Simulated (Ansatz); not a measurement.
# BN: convergence and cost

The task, for BN: relax the cell with several choices of functional.

Computed with Ansatz 0.2.0 (DFT PBE, scalar-relativistic, plane waves, PAW for the base; runs at other levels say so in their headings and inputs, unless a step's input says otherwise).

1 further run of the same task is left out (set aside as unsound or not needed).

**1. The structure to begin with**

It takes space group Fmm2 (No. 42, orthorhombic). Conventional cell: a = 2.503 Å, b = 6.991 Å, c = 4.332 Å, α = 90.00°, β = 90.00°, γ = 90.00°. B (site symmetry mm2) is surrounded by 3 N at 1.44 Å. N (site symmetry mm2) has 3 B at 1.44 Å as nearest neighbours.

Structure file:

```cif
data_structure
_symmetry_space_group_name_H-M 'Fmm2'
_symmetry_Int_Tables_number 42
_cell_length_a 2.5033
_cell_length_b 6.9906
_cell_length_c 4.3322
_cell_angle_alpha 90.000
_cell_angle_beta 90.000
_cell_angle_gamma 90.000
_cell_volume 75.81
loop_
_atom_site_label
_atom_site_type_symbol
_atom_site_symmetry_multiplicity
_atom_site_Wyckoff_symbol
_atom_site_fract_x
_atom_site_fract_y
_atom_site_fract_z
_atom_site_occupancy
B1 B 4 a 0.50000 0.00000 0.50005 1
N1 N 4 a 0.50000 0.00000 0.16665 1
```

Source of the structure: the Materials Project (structure only). It is taken as it stands there.

**2. The base run, which the others are set against**

input.yaml reads:

```yaml
crystal:
  lattice:
    - [0.0, 3.49531583, 2.16609124]
    - [1.2516321, 0.0, 2.16609124]
    - [1.2516321, 3.49531583, 0.0]
  atoms:
    - { symbol: B, position: [4.865e-05, 4.865e-05, 0.99995135] }
    - { symbol: "N", position: [0.66665134, 0.66665134, 0.33334866] }
basis:
  ecutwfc: 420
kpoints:
  mp_grid: { grid: [12, 12, 12] }
hamiltonian:
  xc: pbe
scf:
  occupations: { method: gaussian, width: 0.02 }
output:
  forces: true
  stress: true
  eigenvalues: true
  populations: true
  write_density: true
  write_potential: true
  elf: true
  volumetric_format: npy
```

Its results, from an earlier run: -271.2070 eV/atom at zero smearing, pressure 3.23 GPa, largest force 0.010 eV/Å, gap on the mesh 3.85 eV, in 6 SCF cycles and 3.6 s.

**3. Relaxation, functional: LDA**

input.yaml reads:

```yaml
crystal:
  lattice:
    - [0.0, 3.49531583, 2.16609124]
    - [1.2516321, 0.0, 2.16609124]
    - [1.2516321, 3.49531583, 0.0]
  atoms:
    - { symbol: B, position: [4.865e-05, 4.865e-05, 0.99995135] }
    - { symbol: "N", position: [0.66665134, 0.66665134, 0.33334866] }
basis:
  ecutwfc: 420
kpoints:
  mp_grid: { grid: [12, 12, 12] }
hamiltonian:
  xc: lda
scf:
  occupations: { method: gaussian, width: 0.02 }
output:
  forces: true
  stress: true
  eigenvalues: true
relax:
  adjacent_minimum: "off"
  f_tol: 0.01
  max_steps: 60
  cell: { stress_tol: 0.05 }
```

On the command line:

```console
> ansatz run input.yaml --threads 1 --pin off --max-ram 2560MiB --backend cpu --events-out ev --progress --plain --runs-dir out
```

**4. Relaxing with functional PBEsol**

input.yaml, as its differences from that of step 3:

```diff
@@ -13,3 +13,3 @@
 hamiltonian:
-  xc: lda
+  xc: pbesol
 scf:
```

**5. Relaxing with functional PBE**

input.yaml, as its differences from that of step 4:

```diff
@@ -13,3 +13,3 @@
 hamiltonian:
-  xc: pbesol
+  xc: pbe
 scf:
```

**6. Relaxation, functional: r2SCAN**

input.yaml, as its differences from that of step 5:

```diff
@@ -9,3 +9,3 @@
 basis:
-  ecutwfc: 420
+  ecutwfc: 500
 kpoints:
@@ -13,3 +13,3 @@
 hamiltonian:
-  xc: pbe
+  xc: r2scan
 scf:
@@ -20,2 +20,6 @@
   eigenvalues: true
+  write_density: true
+  write_potential: true
+  elf: true
+  volumetric_format: npy
 relax:
```

**7. Relaxation, functional: HSE06**

input.yaml reads:

```yaml
crystal:
  lattice:
    - [0.0, 3.49531583, 2.16609124]
    - [1.2516321, 0.0, 2.16609124]
    - [1.2516321, 3.49531583, 0.0]
  atoms:
    - { symbol: B, position: [4.865e-05, 4.865e-05, 0.99995135] }
    - { symbol: "N", position: [0.66665134, 0.66665134, 0.33334866] }
basis:
  ecutwfc: 420
kpoints:
  mp_grid: { grid: [8, 8, 8] }
hamiltonian:
  xc: hse06
scf:
  occupations: { method: gaussian, width: 0.02 }
output:
  forces: true
  stress: true
  eigenvalues: true
relax:
  adjacent_minimum: "off"
  f_tol: 0.02
  max_steps: 20
  cell: { stress_tol: 0.15 }
```

(Steps that only read results are left out.)

**Question.** What does this series show? Wanted: relaxed volume by functional.

As calculated:

```
                              quantity                                                            value
relaxed volume by functional (Å³/atom)  LDA: 8.79; PBEsol: 9.66; PBE: 11.55; r2SCAN: 9.43; HSE06: 10.68
```

In words: The relaxed volumes span 31.5 %, from LDA (smallest) to PBE (largest).
